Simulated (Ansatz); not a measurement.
All numbers below come from Ansatz 0.2.0, DFT PBE, scalar-relativistic, plane waves, PAW. Settings: cutoff 420 eV, Γ-centred meshes spaced at most about 0.3 Å⁻¹ (2π included), Gaussian smearing. No spin polarisation.

Temperature and zero-point effects are left out.

Two forms of Al₅GaAs₆ were relaxed alike.

A. Space group Pmm2 (No. 25), orthorhombic, a = 4.054 Å, b = 12.158 Å, c = 5.729 Å. Al on a site of symmetry m is surrounded by 4 As at 2.48 Å; Al on a second site of symmetry m is surrounded by 4 As at 2.48 Å; Al on a site of symmetry mm2 is surrounded by 4 As at 2.48 Å; around Ga lie 4 As at 2.49 Å; around As on a site of symmetry m lie 3 Al at 2.48 Å and 1 Ga at 2.49 Å; 3 more sites not described.

B. Space group P-4m2 (No. 115), tetragonal, a = 4.054 Å, c = 17.182 Å. Around Al on a site of symmetry 2mm lie 4 As at 2.48 Å; Al on a second site of symmetry 2mm is surrounded by 4 As at 2.48 Å; Al on a site of symmetry -4m2 has 4 As at 2.48 Å; around Ga lie 4 As at 2.49 Å; As on its first site is surrounded by 4 Al at 2.48 Å; 2 more sites not described.

Question: Which placement of the atoms is lower in energy, and by how much?

Answer: They are level within the accuracy (under 1 meV/atom apart). The two share one framework of sites and differ in which element sits where. A has Al and Ga ordered on zinc blende sites, space group Pmm2 (No. 25), 23.5 Å³/atom and a gap of 1.43 eV on its mesh; B has Al and Ga ordered on zinc blende sites, space group P-4m2 (No. 115), 23.5 Å³/atom and a gap of 1.40 eV. Counting As atoms around Al and Ga (those within 1.25 times the shortest such distance or 1.15 times the sum of covalent radii), A and B both have Al 4, Ga 4. Both come from invented guesses. Shaken at random and relaxed again, B came back.

Kohn–Sham gaps at this level usually fall short of measured ones. Cells without such a test can be saddle points.
